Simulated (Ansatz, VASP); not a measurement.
# One calculation of InGa2P3, two programs

```xyz
6
Lattice="-1.8792 1.8792 7.9242 1.8792 -1.8792 7.9242 1.8792 1.8792 -7.9242" Properties=species:S:1:pos:R:3 pbc="T T T"
In    0.0000    0.0000    7.9242
Ga    0.0000    0.0000   13.1897
Ga    0.0000    0.0000    2.6587
P     0.0000    0.0000    0.0000
P     0.0000    0.0000   10.6452
P     0.0000    0.0000    5.2032
```

Alike in both runs: functional PBE; k mesh 6 × 6 × 6; occupations gaussian, width 0.1 eV; no spin polarisation.

Ansatz relaxed the structure, and its values are those at the end. VASP's run is a single point on that final structure, the one shown.

|  | VASP | Ansatz |
| --- | --- | --- |
| version | VASP 6.6.1 | Ansatz 0.2.0 |
| potentials or method | VASP PAW PBE potentials, release 64 (In_d, Ga_d, P) | scalar-relativistic, plane waves, PAW |
| plane-wave cutoff (eV) | 520 | 420 |
| valence electrons in the cell | 54 | 54 |

|  | VASP | Ansatz | Ansatz less VASP |
| --- | --- | --- | --- |
| gap on the k mesh at the Fermi level (eV) | none | none | - |
| pressure (GPa) | 0.0 | 0.0 | -0.03 |
| rms of the force components (eV/Å) | 0.010 | 0.011 | +0.0008 |

A gap of «none» marks a metal or a gap that the smearing closes. The functional is the same, so the differences come from potentials, cutoffs and numerics.

Caveats: the k mesh is coarse (spacing up to 0.39 Å⁻¹), so the values aren't converged.
